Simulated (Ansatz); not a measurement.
ZnS: the gap under strain

ZnS, P6_3mc, a = 3.844 Å, c = 6.305 Å. The compound has several low-lying forms, and this is one of them. Ansatz: PBE, PAW, 420 eV, Γ-centred 12×12×4 mesh on 4 atoms, Gaussian smearing 0.02 eV; no spin polarisation. Series: equal strain along all axes, cell held, atoms relaxed; x is the strain in per cent. The gap is sought over the whole zone.

```
x (%) gap y (eV)
 -3.0       2.495
 -2.0           ?
 -1.0       2.216
  0.0       2.081
  1.0       1.950
  2.0       1.823
  3.0       1.699
```

Fit y = E0 + c1 x + c2 x² to the other rows, give the deformation potential for this strain, and predict the missing gap.

Least squares on the rows shown. y = 2.0812 − 0.13269 x + 0.0017619 x². The deformation potential is 100 c1 = -13.27 eV per unit strain of each axis, or a third of that, -4.42 eV, as the usual dE_g/d ln V. At x = -2.0 the fit asked for gives 2.354 eV. The run gave 2.353 eV, so the fit is 0.001 eV too high, a small miss on the scale of the series.

Semilocal functionals give gaps under the measured ones; changes of the gap mostly carry over better.